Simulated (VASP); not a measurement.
TiS2: band structure with PBE

Crystal: TiS2.

```xyz
3
Lattice="3.3585 0.0000 0.0000 -1.6792 2.9085 0.0000 0.0000 0.0000 5.5231" Properties=species:S:1:pos:R:3 pbc="T T T"
Ti    0.0000    0.0000    0.0000
S     0.0000    1.9390    1.4292
S     1.6792    0.9695    4.0939
```

```yaml
Program: VASP 6.6.1
Task: band structure
Functional: PBE
Potentials_or_basis: VASP PAW PBE potentials, release 64 (Ti_sv, S)
Cutoff: 520 eV
k_mesh: 12 × 12 × 7
Occupations: methfessel-paxton, width 0.1 eV
Spin: no spin polarisation
Further_INCAR_settings: ALGO = Fast; EDIFF = 1e-06
```

```yaml
Pressure: 3.7 GPa
Largest_force: 0.012 eV/Å
Band_gap_along_the_path: none (metal or under the smearing width)
```

Forces on the atoms (eV/Å):
```
Ti   0.000  0.000  0.000
S    0.000  0.000 -0.012
S    0.000  0.000  0.012
```

Stress tensor (GPa, compression positive):
```
3.67 0.00 0.00
0.00 3.67 0.00
0.00 0.00 3.85
```

Levels at the corners of the path, in eV from the Fermi level:
| point | band 10 | band 11 | band 12 | band 13 | band 14 | band 15 |
| --- | --- | --- | --- | --- | --- | --- |
| Γ | 0.15 | 0.16 | 0.16 | 0.54 | 0.54 | 0.87 |
| M | -2.91 | -2.64 | -1.65 | 0.18 | 1.65 | 2.10 |
| M | -2.91 | -2.64 | -1.65 | 0.18 | 1.65 | 2.10 |
| K | -2.78 | -2.78 | -2.36 | 1.28 | 1.92 | 1.92 |
| K | -2.78 | -2.78 | -2.36 | 1.28 | 1.92 | 1.92 |
| Γ | 0.15 | 0.16 | 0.16 | 0.54 | 0.54 | 0.87 |
| Γ | 0.15 | 0.16 | 0.16 | 0.54 | 0.54 | 0.87 |
| A | -2.71 | -0.10 | -0.10 | 0.51 | 0.51 | 1.58 |
| A | -2.71 | -0.10 | -0.10 | 0.51 | 0.51 | 1.58 |
| L | -2.90 | -1.18 | -1.16 | -0.14 | 1.64 | 2.06 |
| L | -2.90 | -1.18 | -1.16 | -0.14 | 1.64 | 2.06 |
| H | -3.30 | -2.25 | -2.25 | 1.30 | 1.49 | 1.49 |
| H | -3.30 | -2.25 | -2.25 | 1.30 | 1.49 | 1.49 |
| A | -2.71 | -0.10 | -0.10 | 0.51 | 0.51 | 1.58 |
| L | -2.90 | -1.18 | -1.16 | -0.14 | 1.64 | 2.06 |
| M | -2.91 | -2.64 | -1.65 | 0.18 | 1.65 | 2.10 |
| K | -2.78 | -2.78 | -2.36 | 1.28 | 1.92 | 1.92 |
| H | -3.30 | -2.25 | -2.25 | 1.30 | 1.49 | 1.49 |

Wall time 2.4 min on 1 thread of Intel(R) Xeon(R) 6975P-C (Granite Rapids), with other jobs on the host, peak memory 0.29 GiB.
